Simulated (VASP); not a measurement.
Set up this calculation in VASP 6.6.1, as the native input.

* Task: single point
* Functional: PBE
* Potentials or basis: VASP PAW PBE potentials, release 64 (Rb_sv, Br)
* Cutoff: 520 eV
* k mesh: 7 × 7 × 7
* Occupations: gaussian, width 0.012 eV
* Spin: no spin polarisation
* Further INCAR settings: ALGO = Normal; EDIFF = 1e-06; NBANDS = 15

The structure of RbBr lies in POSCAR:

```
RbBr
1.0
    0.0000000000      3.4270000000      3.4270000000
    3.4270000000      0.0000000000      3.4270000000
    3.4270000000      3.4270000000      0.0000000000
Rb Br
1 1
Direct
    0.0000000000      0.0000000000      0.0000000000
    0.5000000000      0.5000000000      0.5000000000
```

These files were run (other wordings do the same):

INCAR

```
ALGO = Normal
EDIFF = 1E-6
ENCUT = 520
GGA = PE
ISIF = 2
ISMEAR = 0
LASPH = T
LCHARG = F
LREAL = F
LWAVE = F
NBANDS = 15
NELM = 100
PREC = Accurate
SIGMA = 0.012
```

KPOINTS

```
k-points
0
Gamma
  7 7 7
```

Potentials or basis: VASP PAW PBE potentials, release 64 (Rb_sv, Br).

Launch:

```console
$ cat potpaw_PBE.64/Rb_sv/POTCAR potpaw_PBE.64/Br/POTCAR > POTCAR
$ mpirun -np 1 vasp_std > vasp.out
```

It gave:

- Pressure: 1.0 GPa
- Band gap on the k mesh: 4.36 eV, direct

Caveat: an odd mesh through Γ misses points on the zone boundary, where band edges often lie.

It took 17 s on 1 thread of Intel(R) Xeon(R) Platinum 8488C (Sapphire Rapids), with other jobs on the host, peak memory 0.21 GiB.
